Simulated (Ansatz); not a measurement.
## SiN2: relaxation (Ansatz)

Launch command:

```bash
ansatz run input.yaml --threads 2 --pin off --max-ram 3584MiB --backend cpu --events-out ev --progress --plain --runs-dir out
```

input.yaml:

```yaml
crystal:
  lattice:
    - [0.0, 5.064233, 0.0]
    - [4.41306, -2.532117, 0.0]
    - [0.0, 0.0, -8.278772]
  atoms:
    - { symbol: Si, position: [0.7151, 0.3362, 0.8121] }
    - { symbol: Si, position: [0.2849, 0.6638, 0.3121] }
    - { symbol: Si, position: [0.6211, 0.3362, 0.1879] }
    - { symbol: Si, position: [0.3789, 0.6638, 0.6879] }
    - { symbol: "N", position: [0.3315, 0.663, 0.5] }
    - { symbol: "N", position: [0.6685, 0.337, 0.0] }
    - { symbol: "N", position: [0.5714, 0.0, 0.75] }
    - { symbol: "N", position: [0.4286, 0.0, 0.25] }
    - { symbol: "N", position: [0.5711, 0.507, 0.7208] }
    - { symbol: "N", position: [0.4289, 0.493, 0.2208] }
    - { symbol: "N", position: [0.9359, 0.507, 0.2792] }
    - { symbol: "N", position: [0.0641, 0.493, 0.7792] }
  symmetry: { tolerance: 0.0003 }
kpoints:
  mp_grid: { grid: [5, 5, 3], shift: [0, 0, 0] }
magnetization:
  spin_polarized: false
scf:
  occupations: { method: fermi_dirac }
  lower_state_search: "off"
hamiltonian:
  pseudopotentials: { kind: paw }
  xc: r2scan
basis:
  ecutwfc: 500
  fft_grid_basis: typed
relax:
  max_steps: 40
  cell: { p_target: 0.0 }
output:
  forces: true
  stress: true
  eigenvalues: true
  bader: true
  populations: true
  elf: true
  write_potential: true
  volumetric_format: npy
  dos:
    e_range: [-12, 8]
    de: 0.05
    projected: { site_lists: { "N": ["N"], Si: [Si] } }
checkpoint:
  read: saved_state
```

Origin of the cell: a known structure type with other elements, at an estimated volume, so it need not be a known compound.

The smearing width isn't typed, so it takes its default of 0.1 eV.

The saved state is a converged single point of the same cell.

Steps («new basis» is an SCF on plane waves selected anew at the same cell):

| step | ΔF (meV/atom) | max force component (eV/Å) | P (GPa) | volume (Å³) | SCF iterations | step was |
| --- | --- | --- | --- | --- | --- | --- |
| 1 | 0.0 | 1.474 | 35.20 | 185.02 | 5 | accepted |
| 2 | -231.8 | 0.586 | 15.33 | 203.10 | 6 | accepted |
| 3 | -318.1 | 0.179 | -0.45 | 228.23 | 7 | accepted |
| 4 | -321.5 | 0.026 | 0.02 | 229.68 | 7 | accepted |
| 5 | -322.2 | 0.039 | 0.10 | 229.29 | 7 | accepted |
| 6 | -322.4 | 0.056 | -0.57 | 230.66 | 7 | accepted |
| 7 | -322.7 | 0.030 | -0.46 | 230.10 | 5 | accepted |
| 8 | -323.7 | 0.079 | -0.11 | 227.83 | 6 | accepted |
| 9 | -325.3 | 0.112 | -0.49 | 223.52 | 7 | accepted |
| 10 | -326.3 | 0.035 | 0.01 | 220.19 | 6 | accepted |
| 11 | -326.3 | 0.037 | 0.08 | 220.34 | 6 | accepted |
| 12 | -326.3 | 0.001 | 0.01 | 220.46 | 5 | accepted |
| 13 | -329.0 | 0.001 | 0.24 | 220.46 | 6 | new basis |
| 14 | -329.1 | 0.002 | 0.01 | 220.25 | 5 | accepted |
| 15 | -329.1 | 0.009 | 0.01 | 219.96 | 7 | accepted |
| 16 | -329.1 | 0.009 | 0.01 | 219.96 | 3 | new basis |

Step 1, with forces in eV/Å:

```xyz
12
Lattice="0.000 5.064 0.000 4.413 -2.532 0.000 0.000 0.000 -8.279" Properties=species:S:1:pos:R:3:forces:R:3 pbc="T T T" step=1
Si    1.484    2.770   -6.723   -0.240   -0.629    0.010
Si    2.929   -0.238   -2.584    0.240    0.629    0.010
Si    1.484    2.294   -1.556   -0.240    0.629   -0.010
Si    2.929    0.238   -5.695    0.240   -0.629   -0.010
N     2.926    0.000   -4.139   -0.027    0.000    0.000
N     1.487    2.532    0.000    0.027    0.000    0.000
N     0.000    2.894   -6.209    0.000    0.115    0.000
N     0.000    2.171   -2.070    0.000   -0.115    0.000
N     2.237    1.608   -5.967   -0.640    1.474    0.594
N     2.176    0.924   -1.828    0.640   -1.474    0.594
N     2.237    3.456   -2.311   -0.640   -1.474   -0.594
N     2.176   -0.924   -6.451    0.640    1.474   -0.594
```

Step 2, with forces in eV/Å:

```xyz
12
Lattice="0.000 5.237 0.000 4.548 -2.619 0.000 0.000 0.000 -8.527" Properties=species:S:1:pos:R:3:forces:R:3 pbc="T T T" step=2
Si    1.529    2.869   -6.925   -0.119   -0.071   -0.013
Si    3.019   -0.250   -2.661    0.119    0.071   -0.013
Si    1.529    2.369   -1.602   -0.119    0.071    0.013
Si    3.019    0.250   -5.865    0.119   -0.071    0.013
N     3.015    0.000   -4.263   -0.022    0.000    0.000
N     1.533    2.619    0.000    0.022    0.000    0.000
N     0.000    2.985   -6.395    0.000   -0.106    0.000
N     0.000    2.253   -2.132    0.000    0.106    0.000
N     2.301    1.666   -6.157   -0.339    0.586    0.121
N     2.247    0.952   -1.894    0.339   -0.586    0.121
N     2.301    3.571   -2.370   -0.339   -0.586   -0.121
N     2.247   -0.952   -6.633    0.339    0.586   -0.121
```

Step 4, with forces in eV/Å:

```xyz
12
Lattice="0.000 5.501 0.000 4.686 -2.751 0.000 0.000 0.000 -8.910" Properties=species:S:1:pos:R:3:forces:R:3 pbc="T T T" step=4
Si    1.577    2.854   -7.242    0.017   -0.006    0.011
Si    3.109   -0.103   -2.787   -0.017    0.006    0.011
Si    1.577    2.647   -1.668    0.017    0.006   -0.011
Si    3.109    0.103   -6.124   -0.017   -0.006   -0.011
N     3.092    0.000   -4.455   -0.004    0.000    0.000
N     1.594    2.751    0.000    0.004    0.000    0.000
N     0.000    2.879   -6.683    0.000   -0.026    0.000
N     0.000    2.623   -2.228    0.000    0.026    0.000
N     2.347    1.503   -6.628   -0.010   -0.013    0.005
N     2.339    1.247   -2.173    0.010    0.013    0.005
N     2.347    3.998   -2.282   -0.010    0.013   -0.005
N     2.339   -1.247   -6.737    0.010   -0.013   -0.005
```

Step 5, with forces in eV/Å:

```xyz
12
Lattice="0.000 5.550 0.000 4.601 -2.775 0.000 0.000 0.000 -8.980" Properties=species:S:1:pos:R:3:forces:R:3 pbc="T T T" step=5
Si    1.573    2.852   -7.314   -0.014   -0.015    0.039
Si    3.028   -0.077   -2.824    0.014    0.015    0.039
Si    1.573    2.698   -1.665   -0.014    0.015   -0.039
Si    3.028    0.077   -6.155    0.014   -0.015   -0.039
N     2.985    0.000   -4.490   -0.016    0.000    0.000
N     1.616    2.775    0.000    0.016    0.000    0.000
N     0.000    2.870   -6.735    0.000   -0.017    0.000
N     0.000    2.680   -2.245    0.000    0.017    0.000
N     2.304    1.485   -6.692   -0.012    0.002   -0.008
N     2.297    1.290   -2.202    0.012   -0.002   -0.008
N     2.304    4.065   -2.288   -0.012   -0.002    0.008
N     2.297   -1.290   -6.777    0.012    0.002    0.008
```

Step 6, with forces in eV/Å:

```xyz
12
Lattice="0.000 5.568 0.000 4.591 -2.784 0.000 0.000 0.000 -9.024" Properties=species:S:1:pos:R:3:forces:R:3 pbc="T T T" step=6
Si    1.572    2.801   -7.352    0.056    0.005   -0.031
Si    3.019   -0.017   -2.841   -0.056   -0.005   -0.031
Si    1.572    2.767   -1.671    0.056   -0.005    0.031
Si    3.019    0.017   -6.183   -0.056    0.005    0.031
N     2.972    0.000   -4.512   -0.014    0.000    0.000
N     1.618    2.784    0.000    0.014    0.000    0.000
N     0.000    2.803   -6.768    0.000   -0.001    0.000
N     0.000    2.765   -2.256    0.000    0.001    0.000
N     2.297    1.410   -6.768    0.010   -0.026    0.039
N     2.294    1.374   -2.256   -0.010    0.026    0.039
N     2.297    4.158   -2.256    0.010    0.026   -0.039
N     2.294   -1.374   -6.768   -0.010   -0.026   -0.039
```

Step 8, with forces in eV/Å:

```xyz
12
Lattice="0.000 5.678 0.000 4.444 -2.839 0.000 0.000 0.000 -9.029" Properties=species:S:1:pos:R:3:forces:R:3 pbc="T T T" step=8
Si    1.572    2.833   -7.365   -0.010    0.002   -0.079
Si    2.871    0.006   -2.850    0.010   -0.002   -0.079
Si    1.572    2.845   -1.664   -0.010   -0.002    0.079
Si    2.871   -0.006   -6.178    0.010    0.002    0.079
N     2.768    0.000   -4.514   -0.040    0.000    0.000
N     1.676    2.839    0.000    0.040    0.000    0.000
N     0.000    2.831   -6.771    0.000    0.004    0.000
N     0.000    2.847   -2.257    0.000   -0.004    0.000
N     2.221    1.412   -6.775    0.004   -0.003    0.002
N     2.223    1.428   -2.261   -0.004    0.003    0.002
N     2.221    4.267   -2.254    0.004    0.003   -0.002
N     2.223   -1.428   -6.768   -0.004   -0.003   -0.002
```

Step 9, with forces in eV/Å:

```xyz
12
Lattice="0.000 5.785 0.000 4.229 -2.893 0.000 0.000 0.000 -9.137" Properties=species:S:1:pos:R:3:forces:R:3 pbc="T T T" step=9
Si    1.558    2.875   -7.488    0.112   -0.022   -0.054
Si    2.670    0.018   -2.920   -0.112    0.022   -0.054
Si    1.558    2.911   -1.649    0.112    0.022    0.054
Si    2.670   -0.018   -6.217   -0.112   -0.022    0.054
N     2.483    0.000   -4.569   -0.052    0.000    0.000
N     1.746    2.893    0.000    0.052    0.000    0.000
N     0.000    2.872   -6.853    0.000    0.000    0.000
N     0.000    2.913   -2.284    0.000    0.000    0.000
N     2.112    1.425   -6.857   -0.008    0.037   -0.032
N     2.117    1.468   -2.289    0.008   -0.037   -0.032
N     2.112    4.360   -2.280   -0.008   -0.037    0.032
N     2.117   -1.468   -6.849    0.008    0.037    0.032
```

Step 10, with forces in eV/Å:

```xyz
12
Lattice="0.000 5.770 0.000 4.143 -2.885 0.000 0.000 0.000 -9.211" Properties=species:S:1:pos:R:3:forces:R:3 pbc="T T T" step=10
Si    1.553    2.878   -7.573   -0.035    0.000   -0.019
Si    2.589    0.007   -2.968    0.035    0.000   -0.019
Si    1.553    2.892   -1.638   -0.035    0.000    0.019
Si    2.589   -0.007   -6.244    0.035    0.000    0.019
N     2.368    0.000   -4.606   -0.026    0.000    0.000
N     1.775    2.885    0.000    0.026    0.000    0.000
N     0.000    2.877   -6.908    0.000    0.000    0.000
N     0.000    2.893   -2.303    0.000    0.000    0.000
N     2.070    1.433   -6.912    0.000    0.003    0.000
N     2.072    1.452   -2.307    0.000   -0.003    0.000
N     2.070    4.337   -2.299    0.000   -0.003    0.000
N     2.072   -1.452   -6.904    0.000    0.003    0.000
```

Step 13, with forces in eV/Å:

```xyz
12
Lattice="0.000 5.755 0.000 4.153 -2.877 0.000 0.000 0.000 -9.225" Properties=species:S:1:pos:R:3:forces:R:3 pbc="T T T" step=13
Si    1.551    2.876   -7.588    0.000    0.000   -0.001
Si    2.601    0.001   -2.975    0.000    0.000   -0.001
Si    1.551    2.879   -1.637    0.000    0.000    0.001
Si    2.601   -0.001   -6.250    0.000    0.000    0.001
N     2.378    0.000   -4.613   -0.001    0.000    0.000
N     1.774    2.877    0.000    0.001    0.000    0.000
N     0.000    2.876   -6.919    0.000    0.000    0.000
N     0.000    2.879   -2.306    0.000    0.000    0.000
N     2.076    1.437   -6.920    0.000    0.000    0.000
N     2.076    1.440   -2.307    0.000    0.000    0.000
N     2.076    4.318   -2.306    0.000    0.000    0.000
N     2.076   -1.440   -6.918    0.000    0.000    0.000
```

Step 16, with forces in eV/Å:

```xyz
12
Lattice="0.000 5.769 0.000 4.124 -2.885 0.000 0.000 0.000 -9.244" Properties=species:S:1:pos:R:3:forces:R:3 pbc="T T T" step=16
Si    1.550    2.884   -7.607    0.009   -0.001    0.002
Si    2.575    0.000   -2.986   -0.009    0.001    0.002
Si    1.550    2.885   -1.636    0.009    0.001   -0.002
Si    2.575    0.000   -6.258   -0.009   -0.001   -0.002
N     2.344    0.000   -4.622    0.000    0.000    0.000
N     1.780    2.885    0.000    0.000    0.000    0.000
N     0.000    2.884   -6.933    0.000    0.000    0.000
N     0.000    2.885   -2.311    0.000    0.000    0.000
N     2.062    1.442   -6.933    0.000    0.002   -0.001
N     2.062    1.443   -2.311    0.000   -0.002   -0.001
N     2.062    4.328   -2.311    0.000   -0.002    0.001
N     2.062   -1.443   -6.933    0.000    0.002    0.001
```

```yaml
Free_energy_lowered_by: 329.1 meV/atom
Volume_change: 18.88 %
Final_pressure: 0.01 GPa
Relaxation_steps_listed: 16
Formation_energy_elements_under_the_same_functional_gases_as_molecules_uncorrected: 0.387 eV/atom
Gap_on_the_mesh: none (metal)
```

Caveats: no dispersion correction, so spacings can come out too large where layers or molecules are weakly bound; no spin, though holes on the anions or broken bonds may carry moments; the k mesh is coarse if the cell is a metal; the relaxation held the start's symmetry, so the end may be a saddle point.

The run took 7.2 min on 2 threads of Arm Neoverse V1, on a shared host, peak memory 0.98 GiB, from a saved density.
